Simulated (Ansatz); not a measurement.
Zr (P6_3/mmc) under several functionals

**Experimental background.**

From a printed reference work, data compilation, for a bulk crystal of Zr at 298.15 K: lattice constant a 3.232 Å; lattice constant c 5.147 Å.

Plane-wave DFT in Ansatz with scalar-relativistic PAW potentials. The same structure was relaxed (cell and atoms, symmetry kept) in separate runs at each level. No spin polarisation.

| level | cutoff (eV) | k mesh | V (Å³/atom) | a (Å) | c (Å) | B0 (GPa) |
| --- | --- | --- | --- | --- | --- | --- |
| PBEsol | 420 | 18×18×8 | 22.467 | 3.186 | 5.112 | 98 |
| PBE | 420 | 18×18×8 | 23.397 | 3.234 | 5.167 | 93 |
| r2SCAN | 500 | 18×18×8 | 23.503 | 3.246 | 5.150 | 96 |

Question: Where does PBE+D3(BJ) (420 eV, k mesh 18×18×8) fall?

Answer: V (Å³/atom) 22.452, a (Å) 3.186, c (Å) 5.108. Its volume is the smallest of the set. The usual order of volumes, PBEsol < PBE, holds here (22.467, 23.397 Å³/atom). As a rule PBEsol, built on the gradient expansion of slowly varying densities, lies between LDA and PBE; PBE's stronger gradient term for exchange weakens bonds. Adding D3 to PBE changes the volume by -4.0 %; the term is attractive, so it pulls cells in. In metals the pairwise form ignores screening by the conduction electrons, so it can pull in too far. r2SCAN lies 0.5 % over PBE in volume. B0 goes from 97.8 to 96.1 GPa as the volume grows by 4.6 %; on one curve with B' = 3.1 the volume alone, B ∝ V^(−B'), would give 85.0 GPa, and the rest of the difference is the functional's own stiffness.

For PBE: Against the measured lattice constant a of Zr, 3.232 Å (298.15 K; a printed reference work, data compilation), the calculated 3.234 Å is off by +0.1 %. Measured lattice constant c of Zr: 5.147 Å (298.15 K; a printed reference work, data compilation). This calculation gives 5.167 Å (+0.4 %). The calculations are for 0 K without zero-point motion, and in metals axial ratios are sensitive to mesh and smearing.